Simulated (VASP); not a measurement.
# MgO: relaxation of cell and atoms with LDA

Crystal: MgO.

```
CELL_PARAMETERS angstrom
0.00000 2.07285 2.07285
2.07285 0.00000 2.07285
2.07285 2.07285 0.00000
ATOMIC_POSITIONS crystal
Mg 0.00000 0.00000 0.00000
O 0.50000 0.50000 0.50000
```

```yaml
Program: VASP 6.6.1
Task: relaxation of cell and atoms
Functional: LDA
Potentials_or_basis: VASP PAW LDA potentials, release 64 (Mg, O)
Cutoff: 520 eV
k_mesh: 12 × 12 × 12
Occupations: gaussian, width 0.02 eV
Spin: no spin polarisation
Further_INCAR_settings: ALGO = Fast; EDIFF = 1e-07; IBRION = 2; EDIFFG = -0.002; NSW = 80; ISIF = 3
```

```
Relaxed volume                         : 8.91 Å³/atom
Relaxed cell                           : a = 2.932 Å, b = 2.932 Å, c = 2.932 Å, α = 60.00°, β = 60.00°, γ = 60.00°
Space group after relaxing (to 0.05 Å) : Fm-3m (No. 225)
Energy gained by relaxing              : 0.0 meV/atom
Ionic steps                            : 3
Pressure after relaxing                : 0.0 GPa
Band gap on the k mesh                 : 5.13 eV, direct
```

Final structure:
```xyz
2
Lattice="0.0000 2.0730 2.0730 2.0730 0.0000 2.0730 2.0730 2.0730 0.0000" Properties=species:S:1:pos:R:3 pbc="T T T"
Mg    0.0000    0.0000    0.0000
O     2.0730    2.0730    2.0730
```

Levels at points of the mesh, in eV from the valence-band top:
```csv
k point,band 1,band 2,band 3,band 4,band 5,band 6,band 7,band 8
"(0.00, 0.00, 0.00)",-17.26,0.00,0.00,0.00,5.13,15.78,15.78,15.78
"(0.50, 0.00, 0.00)",-15.78,-4.91,-0.72,-0.72,8.03,12.94,16.49,16.49
"(0.50, 0.50, 0.00)",-15.49,-4.35,-1.44,-1.44,8.93,10.22,13.40,19.36
```

It took 8.6 s on 1 thread of Intel(R) Xeon(R) Platinum 8488C (Sapphire Rapids) (shared host), peak memory 0.14 GiB.

A k mesh can miss the band edges.
